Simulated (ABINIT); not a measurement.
Mn in ABINIT: convergence with pawecutdg

Input of the first run (pawecutdg 26.8); the others differ in this setting and in those tied to it:

The input run.abi:

```
pp_dirpath "./"
pseudos "Mn.GGA_PBE-JTH.xml"

acell 3*1.0 Angstrom
rprim
     2.4836457705     0.0000000000     0.0000000000
    -1.2418228853     2.1509003313     0.0000000000
     0.0000000000     0.0000000000     4.0261950000
ntypat 1
znucl 25
natom 2
typat 1 1
xred
     0.3333333333     0.6666666667     0.2500000000
     0.6666666667     0.3333333333     0.7500000000

ecut 26.0
pawecutdg 26.8
pawxcdev 0

kptopt 1
ngkpt 10 10 6
nshiftk 1
shiftk 0.0 0.0 0.0

ixc -116133

nband 21
occopt 4
tsmear 0.05 eV

nsppol 2
spinat
     0.0000000000     0.0000000000     4.0000000000
     0.0000000000     0.0000000000     4.0000000000

nstep 100
tolvrs 1.0e-9

iomode 3
prtwf 0
prtden 0
prteig 0
prtebands 0
enunit 1
```

Potentials or basis: JTH PAW PBE v2.0.

Launch:

```console
$ abinit run.abi > log 2>&1
```

This isn't the form of Mn at room conditions, which is a 58-atom cubic cell.

Hardware: 1 thread of Arm Neoverse V1, on a shared host.

The values tried are 26.8, 31.2, 39, 46.8, 57.2, 70.2, 85.8, loosest first. From which on does the pressure stay within 0.1 GPa of the tightest run that finished?

From 31.2 on.

```tsv
pawecutdg	energy less the tightest run (meV/atom)	pressure (GPa)	SCF cycles	CPU time (s)	peak memory (GiB)
26.8	-0.61	-10.01	15	98	0.16
31.2	-0.49	-10.08	17	110	0.16
39	-0.07	-10.14	17	110	0.16
46.8	-0.16	-10.18	18	120	0.17
57.2	0.02	-10.13	17	110	0.17
70.2	0.04	-10.15	16	110	0.18
85.8	0.00	-10.16	17	110	0.19
```

Against the tightest run, the energy stays within 1 meV/atom from 26.8 on. The tightest run that finished is the yardstick and may itself not be fully converged.

Caveat, for the tightest run too: the starting moments collapsed, and a magnetic state may lie lower; the PAW data sets were made with another functional, which shifts forces and pressure a little.
